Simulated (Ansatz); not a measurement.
A computed series for CsPbI3: pressure series

Take CsPbI$_{3}$ in the cubic perovskite structure (space group Pm-3m, No. 221) as the base.

```
CELL_PARAMETERS angstrom
      6.39047     0.00000     0.00000
      0.00000     6.39047     0.00000
      0.00000     0.00000     6.39047
ATOMIC_POSITIONS crystal
  Cs 0.00000 0.00000 0.00000
  Pb 0.50000 0.50000 0.50000
  I  0.00000 0.50000 0.50000
  I  0.50000 0.50000 0.00000
  I  0.50000 0.00000 0.50000
```

Cell and atoms are relaxed at each pressure.

All numbers come from Ansatz (a first-principles code), PBE, PAW, cutoff 420 eV, without spin-orbit coupling.

```tsv
change	band gap	density
base	1.48 eV	4.59 g/cm³
pressure −2 GPa	1.84 eV	3.62 g/cm³
pressure −1 GPa	1.68 eV	4.22 g/cm³
pressure 3 GPa	0.98 eV	5.30 g/cm³
pressure 7 GPa	0.45 eV	5.95 g/cm³
pressure 15 GPa	zero	6.85 g/cm³
pressure 30 GPa	zero	8.00 g/cm³
pressure 50 GPa	zero	9.09 g/cm³
pressure 75 GPa	zero	10.14 g/cm³
pressure 100 GPa	zero	10.99 g/cm³
```

The mesh was chosen for an insulator and is coarse for the gapless case. With I and Pb present, leaving out spin-orbit coupling can change the band edges. Load acts through the strain it causes; cell and atoms are relaxed under it. No phonon test of stability was made. Competing high-pressure phases were not computed. The final runs are not spin-polarised. Many cubic perovskites are stable only at high temperature; tilts and polar distortions were not tested. This is not the structure that CsPbI3 has at room temperature and ambient pressure. The zero or small gap of CsPbI3 under pressure 15 GPa, CsPbI3 under pressure 30 GPa, CsPbI3 under pressure 50 GPa and CsPbI3 under pressure 75 GPa can change with the level of theory.
